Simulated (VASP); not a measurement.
Wanted: the native input for a VASP 6.6.1 run.

```yaml
Task: relaxation of cell and atoms
Functional: PBEsol
Dispersion: D4
Potentials_or_basis: VASP PAW PBE potentials, release 64 (V_sv)
Cutoff: 600 eV
k_mesh: 12 × 12 × 12
Occupations: fermi-dirac, width 0.05 eV
Spin: collinear spin, ferromagnetic start
Starting_moments: "[2.0] μB"
Further_INCAR_settings: ALGO = Normal; EDIFF = 1e-06; IBRION = 2; EDIFFG = -0.01; NSW = 40; ISIF = 3
```

The structure of V lies in POSCAR:

```
V
1.0
   -1.5143500000      1.5143500000      1.5143500000
    1.5143500000     -1.5143500000      1.5143500000
    1.5143500000      1.5143500000     -1.5143500000
V
1
Direct
    0.0000000000      0.0000000000      0.0000000000
```

One way to write it, as run:

INCAR

```
PREC = Accurate ; ENCUT = 600
EDIFF = 1E-6 ; ISMEAR = -1
SIGMA = 0.05 ; LREAL = F
LASPH = T ; NELM = 150
ALGO = Normal ; ISIF = 3
LWAVE = F ; LCHARG = F
ISPIN = 2 ; MAGMOM = 2
LORBIT = 11 ; LMAXMIX = 4
GGA = PS ; IVDW = 13
IBRION = 2 ; NSW = 40
EDIFFG = -0.01
```

KPOINTS

```
regular mesh
0
Gamma
  12 12 12
```

Potentials or basis: VASP PAW PBE potentials, release 64 (V_sv).

Command:

```console
$ cat potpaw_PBE.64/V_sv/POTCAR > POTCAR
$ mpirun -np 1 vasp_std > vasp.out
```

Results of the run:

```yaml
Relaxed_volume: 12.79 Å³/atom
Relaxed_cell: a = 2.552 Å, b = 2.552 Å, c = 2.552 Å, α = 109.47°, β = 109.47°, γ = 109.47°
Space_group_after_relaxing_to_0.05_Å: Im-3m (No. 229)
Energy_gained_by_relaxing: 50.7 meV/atom
Ionic_steps: 4
Pressure_after_relaxing: 0.0 GPa
Band_gap_on_the_k_mesh: none (metal or under the smearing width)
Net_moment: 0.00 μB per cell
Valence_electrons_inside_the_program's_atomic_spheres: V 11.75
Dispersion_energy_per_atom: -0.199 eV
```

Caveat: the PAW data sets were made with another functional, which shifts forces and pressure a little; pairwise dispersion overbinds metals, which lowers pressure and volume.

Wall time 35 s on 1 thread of Intel(R) Xeon(R) 6975P-C (Granite Rapids), on a shared host, peak memory 0.17 GiB.
